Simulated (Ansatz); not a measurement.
Ta2C: strain energy, fitted

Ta2C, P-3m1, a = 3.110 Å, c = 4.942 Å. The structure is a COD entry; whether it is the stable form wasn't checked. Ansatz: r2SCAN, PAW, 500 eV, Γ-centred 18×18×10 mesh on 3 atoms, Gaussian smearing 0.10 eV; no spin polarisation. Series: equal strain along all axes, cell held, atoms relaxed; x is the strain in per cent. y is the free energy over the unstrained cell, V0 = 13.801 Å³/atom.

| x (%) | y (meV/atom) |
| --- | --- |
| -3.0 | ? |
| -2.0 | 44.98 |
| -1.0 | 10.89 |
| 0.0 | 0.00 |
| 1.0 | 10.17 |
| 2.0 | 39.40 |
| 3.0 | 85.80 |

Question: Fit y = c2 x² + c3 x³ to the other rows, turn c2 into a modulus, and predict the missing energy.

Answer: Least squares on the rows shown. y = 10.555 x² − 0.34193 x³. In eV per unit strain² c2 is 105.5; the stiffness is B for this strain (E = 9/2 B V0 ε², shape held): 2 × 105.5 × 160.2 / (9 × 13.801) = 272 GPa. At x = -3.0 the fit asked for gives 104.23 meV/atom. The run gave 104.62 meV/atom, so the fit is 0.39 meV/atom too low, 0.37 % of the span of the series, against an rms of 0.05 meV/atom on the fitted rows. The row lies outside the fitted range. With a term in x⁴ added, a fit to the same known rows predicts 104.64 meV/atom, so most of the miss is curvature that the known rows already hold.

Spin–orbit coupling is left out, which can shift energies with elements as heavy as these.